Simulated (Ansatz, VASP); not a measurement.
## Two plane-wave programs on Ga

```xyz
2
Lattice="1.8411 1.0629 3.4140 -1.8411 1.0629 3.4140 0.0000 -2.1259 3.4140" Properties=species:S:1:pos:R:3 pbc="T T T"
Ga    0.0000    0.0000    2.3305
Ga    0.0000    0.0000    7.9116
```

Alike in both runs: task relaxation of cell and atoms; functional PBE; k mesh 6 × 6 × 6; occupations gaussian, width 0.1 eV; no spin polarisation.

|  | VASP | Ansatz |
| --- | --- | --- |
| version | VASP 6.6.1 | Ansatz 0.2.0 |
| potentials or method | VASP PAW PBE potentials, release 64 (Ga_d) | scalar-relativistic, plane waves, PAW |
| plane-wave cutoff (eV) | 600 | 420 |
| valence electrons in the cell | 26 | 26 |

Ansatz gave:

| Quantity | Value |
| --- | --- |
| gap on the k mesh at the Fermi level, each at its own relaxed structure (eV) | none |
| relaxed volume (Å³/atom) | 19.65 |
| relaxed cell length with the largest relative difference (Å) | 4.232 |
| energy change over the relaxation (meV/atom) | -251 |

Problem. What did VASP give for the same quantities?

Solution. gap on the k mesh at the Fermi level, each at its own relaxed structure (eV): none; relaxed volume (Å³/atom): 18.71; relaxed cell length with the largest relative difference (Å): 5.123; energy change over the relaxation (meV/atom): -292.

A gap of «none» marks a metal or a gap that the smearing closes. One of these differences is far larger than is usual between the two programs; its cause wasn't traced.
